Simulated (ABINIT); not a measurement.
# CdS (Hawleyite) (F-43m) in ABINIT: further runs, part 2 of 2

ABINIT 10.8.3 (patched build).

## Step 6: Equation of state, PBEsol

Input file run.abi:

```
ndtset 7
getwfk -1
scalecart1 3*0.9795861087
scalecart2 3*0.9864848297
scalecart3 3*0.9932883884
scalecart4 3*1.0000000000
scalecart5 3*1.0066227096
scalecart6 3*1.0131594038
scalecart7 3*1.0196128224

pp_dirpath "./"
pseudos "Cd.GGA_PBE-JTH.xml, S.GGA_PBE-JTH.xml"

acell 3*1.0
rprim
     0.0000000000     5.5113862425     5.5113862425
     5.5113862425     0.0000000000     5.5113862425
     5.5113862425     5.5113862425     0.0000000000
ntypat 2
znucl 48 16
natom 2
typat 1 2
xred
     0.0000000000     0.0000000000     0.0000000000
     0.7500000000     0.7500000000     0.7500000000

ecut 16.0
pawecutdg 32.0

kptopt 1
ngkpt 8 8 8
nshiftk 1
shiftk 0.0 0.0 0.0

ixc -116133

nband 13
occopt 3
tsmear 0.00183747

nstep 100
tolvrs 1.0e-9

iomode 3
prtwf 1
prtden 0
prteig 0
prtebands 0
enunit 1
```

Potentials or basis: JTH PAW PBE v2.0.

Command:

```bash
$ abinit run.abi > log 2>&1
```

run.abo:

```text
.Version 10.8.3 of ABINIT
 DATASET    1 : space group F-4 3 m (#216); Bravais cF (face-center cubic)
================================================================================
 Values of the parameters that define the memory need for DATASET  1.
     intxc =       0    ionmov =       0      iscf =      17    lmnmax =      18
     lnmax =       6     mgfft =      30  mpssoang =       3    mqgrid =    3001
     natom =       2  nloc_mem =       2    nspden =       1   nspinor =       1
    nsppol =       1      nsym =      24    n1xccc =       1    ntypat =       2
    occopt =       3   xclevel =       2
       mpw =         982          nfft =       27000          nkpt =          29
 PAW method is used; the additional fine FFT grid is defined by:
   mgfftf=        40    nfftf =     64000
================================================================================
================================================================================
[... 71 lines left out ...]
 DATASET    7 : space group F-4 3 m (#216); Bravais cF (face-center cubic)
================================================================================
 Values of the parameters that define the memory need for DATASET  7.
     intxc =       0    ionmov =       0      iscf =      17    lmnmax =      18
     lnmax =       6     mgfft =      30  mpssoang =       3    mqgrid =    3001
     natom =       2  nloc_mem =       2    nspden =       1   nspinor =       1
    nsppol =       1      nsym =      24    n1xccc =       1    ntypat =       2
    occopt =       3   xclevel =       2
       mpw =        1101          nfft =       27000          nkpt =          29
 PAW method is used; the additional fine FFT grid is defined by:
   mgfftf=        45    nfftf =     91125
================================================================================
================================================================================

--------------------------------------------------------------------------------
------------- Echo of variables that govern the present computation ------------
--------------------------------------------------------------------------------
 -outvars: echo values of preprocessed input variables --------
            acell      1.0000000000E+00  1.0000000000E+00  1.0000000000E+00 Bohr
              amu      1.12411000E+02  3.20660000E+01
             ecut      1.60000000E+01 Hartree
           enunit           1
           getwfk          -1
              ixc     -116133
           jdtset        1    2    3    4    5    6    7
         kptrlatt        8    0    0      0    8    0      0    0    8
          kptrlen1     6.10813252E+01
          kptrlen2     6.15114895E+01
          kptrlen3     6.19357201E+01
          kptrlen4     6.23542174E+01
          kptrlen5     6.27671712E+01
          kptrlen6     6.31747617E+01
          kptrlen7     6.35771596E+01
            natom           2
            nband          13
           ndtset           7
            ngfft          30      30      30
          ngfftdg1         40      40      40
          ngfftdg2         40      40      40
          ngfftdg3         40      40      40
          ngfftdg4         40      40      40
          ngfftdg5         40      40      40
          ngfftdg6         45      45      45
          ngfftdg7         45      45      45
             nkpt          29
            nstep         100
             nsym          24
           ntypat           2
           occopt           3
        pawecutdg      3.20000000E+01 Hartree
         pawxcdev           0
[... 37 lines left out ...]
           xangst5     0.0000000000E+00  0.0000000000E+00  0.0000000000E+00
                       4.4037226959E+00  4.4037226959E+00  4.4037226959E+00
           xangst6     0.0000000000E+00  0.0000000000E+00  0.0000000000E+00
                       4.4323190988E+00  4.4323190988E+00  4.4323190988E+00
           xangst7     0.0000000000E+00  0.0000000000E+00  0.0000000000E+00
                       4.4605511918E+00  4.4605511918E+00  4.4605511918E+00
            xcart1     0.0000000000E+00  0.0000000000E+00  0.0000000000E+00
                       8.0983161042E+00  8.0983161042E+00  8.0983161042E+00
            xcart2     0.0000000000E+00  0.0000000000E+00  0.0000000000E+00
                       8.1553483783E+00  8.1553483783E+00  8.1553483783E+00
            xcart3     0.0000000000E+00  0.0000000000E+00  0.0000000000E+00
                       8.2115939380E+00  8.2115939380E+00  8.2115939380E+00
            xcart4     0.0000000000E+00  0.0000000000E+00  0.0000000000E+00
                       8.2670793637E+00  8.2670793637E+00  8.2670793637E+00
            xcart5     0.0000000000E+00  0.0000000000E+00  0.0000000000E+00
                       8.3218298296E+00  8.3218298296E+00  8.3218298296E+00
            xcart6     0.0000000000E+00  0.0000000000E+00  0.0000000000E+00
                       8.3758691993E+00  8.3758691993E+00  8.3758691993E+00
            xcart7     0.0000000000E+00  0.0000000000E+00  0.0000000000E+00
                       8.4292201231E+00  8.4292201231E+00  8.4292201231E+00
             xred      0.0000000000E+00  0.0000000000E+00  0.0000000000E+00
                       7.5000000000E-01  7.5000000000E-01  7.5000000000E-01
            znucl       48.00000   16.00000

================================================================================

 chkinp: Checking input parameters for consistency, jdtset=   1.

 chkinp: Checking input parameters for consistency, jdtset=   2.
[... 36 lines left out ...]
 getcut: wavevector=  0.0000  0.0000  0.0000  ngfft=  40  40  40
         ecut(hartree)=     32.000   => boxcut(ratio)=   2.05732

--- Pseudopotential description ------------------------------------------------
- pspini: atom type   1  psp file is ./Cd.GGA_PBE-JTH.xml
 Pseudopotential format is: paw10
 basis_size (lnmax)=  6 (lmn_size= 18), orbitals=   0   0   1   1   2   2
 Spheres core radius: rc_sph= 2.50233826
 Shapefunction is BESSEL type: shapef(r,l)=aa(1,l)*jl(q(1,l)*r)+aa(2,l)*jl(q(2,l)*r)
 Radius for shape functions =  2.31074885
 Compensation charge density is not taken into account in XC energy/potential

- pspini: atom type   2  psp file is ./S.GGA_PBE-JTH.xml
 Pseudopotential format is: paw10
 basis_size (lnmax)=  4 (lmn_size=  8), orbitals=   0   0   1   1
 Spheres core radius: rc_sph= 1.90380259
 Shapefunction is SIN type: shapef(r)=[sin(pi*r/rshp)/(pi*r/rshp)]**2
 Radius for shape functions =  1.40128485
 Compensation charge density is not taken into account in XC energy/potential

   5.23237762E+02                                ecore*ucvol(ha*bohr**3)
--------------------------------------------------------------------------------

[... 1244 lines left out ...]
-Cartesian components of stress tensor (GPa)         [Pressure= -3.5026E+00 GPa]
- sigma(1 1)=  3.50263177E+00  sigma(3 2)=  0.00000000E+00
- sigma(2 2)=  3.50263177E+00  sigma(3 1)=  0.00000000E+00
- sigma(3 3)=  3.50263177E+00  sigma(2 1)=  0.00000000E+00

== END DATASET(S) ==============================================================
================================================================================

 -outvars: echo values of variables after computation  --------
            acell      1.0000000000E+00  1.0000000000E+00  1.0000000000E+00 Bohr
           etotal1    -5.7905466687E+01
           etotal2    -5.7906228580E+01
           etotal3    -5.7906636546E+01
           etotal4    -5.7906743703E+01
           etotal5    -5.7906569494E+01
           etotal6    -5.7906149263E+01
           etotal7    -5.7905512247E+01
            fcart1     3.1171355430E-30  3.1171355430E-30 -9.3514066290E-30
                      -3.1171355430E-30 -3.1171355430E-30  9.3514066290E-30
            fcart2    -3.8691708490E-31 -3.8577525964E-48  3.8691708490E-31
                       3.8691708490E-31  3.8577525964E-48 -3.8691708490E-31
            fcart3    -1.1528006541E-30  1.0101357219E-47  1.1528006541E-30
                       1.1528006541E-30 -1.0101357219E-47 -1.1528006541E-30
            fcart4     1.2214010707E-29 -3.3900689776E-46 -1.2214010707E-29
                      -1.2214010707E-29  3.3900689776E-46  1.2214010707E-29
            fcart5    -6.0668265235E-30  4.5501198926E-30 -3.0334132617E-30
                       6.0668265235E-30 -4.5501198926E-30  3.0334132617E-30
[... 38 lines left out ...]
                       0.0000000000E+00  0.0000000000E+00  0.0000000000E+00
           xangst1     0.0000000000E+00  0.0000000000E+00  0.0000000000E+00
                       4.2854443262E+00  4.2854443262E+00  4.2854443262E+00
           xangst2     0.0000000000E+00  0.0000000000E+00  0.0000000000E+00
                       4.3156245058E+00  4.3156245058E+00  4.3156245058E+00
           xangst3     0.0000000000E+00  0.0000000000E+00  0.0000000000E+00
                       4.3453883742E+00  4.3453883742E+00  4.3453883742E+00
           xangst4     0.0000000000E+00  0.0000000000E+00  0.0000000000E+00
                       4.3747499971E+00  4.3747499971E+00  4.3747499971E+00
           xangst5     0.0000000000E+00  0.0000000000E+00  0.0000000000E+00
                       4.4037226959E+00  4.4037226959E+00  4.4037226959E+00
           xangst6     0.0000000000E+00  0.0000000000E+00  0.0000000000E+00
                       4.4323190988E+00  4.4323190988E+00  4.4323190988E+00
           xangst7     0.0000000000E+00  0.0000000000E+00  0.0000000000E+00
                       4.4605511918E+00  4.4605511918E+00  4.4605511918E+00
             xred      0.0000000000E+00  0.0000000000E+00  0.0000000000E+00
                       7.5000000000E-01  7.5000000000E-01  7.5000000000E-01
 Calculation completed.
```

Run time: 2.6 min. Hardware: 1 thread of Arm Neoverse V2, shared host; peak memory 0.15 GiB.

Results:

- Equilibrium volume: 24.74 Å³/atom (rough: see the caveat)
- Bulk modulus: 61 GPa (rough)

Energy against volume, from the lowest point:
| volume (Å³/atom) | energy (meV/atom) |
| --- | --- |
| 23.319 | 17.37 |
| 23.815 | 7.01 |
| 24.312 | 1.46 |
| 24.808 | 0.00 |
| 25.304 | 2.37 |
| 25.800 | 8.09 |
| 26.296 | 16.75 |

Caveat: the cutoff is too short for stress, so the log's stress isn't used; pressures at fixed basis lie under the slope of the energies; the PAW data sets were made with another functional, which shifts forces and pressure a little; the fit is rough or its minimum lies at the end of the range.
